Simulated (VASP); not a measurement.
Write the native input for VASP 6.6.1 that does the following.

| Item | Value |
| --- | --- |
| Task | relaxation of cell and atoms |
| Functional | PBEsol |
| Potentials or basis | VASP PAW PBE potentials, release 64 (Al, As) |
| Cutoff | 600 eV |
| k mesh | 8 × 8 × 8 |
| Occupations | gaussian, width 0.03 eV |
| Spin | no spin polarisation |
| Further INCAR settings | ALGO = Normal; EDIFF = 1e-07; IBRION = 2; EDIFFG = -0.005; NSW = 90; ISIF = 3 |

The structure of AlAs lies in POSCAR:

```
AlAs                                    
1.0
   -0.0000000000      2.8408844734      2.8408844734
    2.8408844734     -0.0000000000      2.8408844734
    2.8408844734      2.8408844734     -0.0000000000
  Al              As            
     1     1
Direct
     0.0000000000000000    0.0000000000000000    0.0000000000000000
     0.2500000000000000    0.2500000000000000    0.2500000000000000
```

The input as run:

INCAR

```
SYSTEM = AlAs
PREC = Accurate
ENCUT = 600
EDIFF = 1E-7
ISMEAR = 0
SIGMA = 0.03
LREAL = .FALSE.
LASPH = .TRUE.
NELM = 80
ALGO = Normal
ISIF = 3
LWAVE = .FALSE.
LCHARG = .FALSE.
GGA = PS
IBRION = 2
NSW = 90
EDIFFG = -0.005
```

KPOINTS

```
Automatic mesh
0
G
  8 8 8
  0 0 0
```

Potentials or basis: VASP PAW PBE potentials, release 64 (Al, As).

Run with:

```sh
$ cat potpaw_PBE.64/Al/POTCAR potpaw_PBE.64/As/POTCAR > POTCAR
$ mpirun -np 1 vasp_std > vasp.out
```

Results of the run:

| Property | Result |
| --- | --- |
| Pressure after relaxing | 0.0 GPa |
| Band gap on the k mesh | 1.34 eV, indirect (least direct gap 1.89 eV) |

Caveat: the relaxation stopped at its first step, so nothing moved; the PAW data sets were made with another functional, which shifts forces and pressure a little.

It took 7.9 s on 1 thread of Intel(R) Xeon(R) Platinum 8488C (Sapphire Rapids) (shared host), peak memory 0.18 GiB.
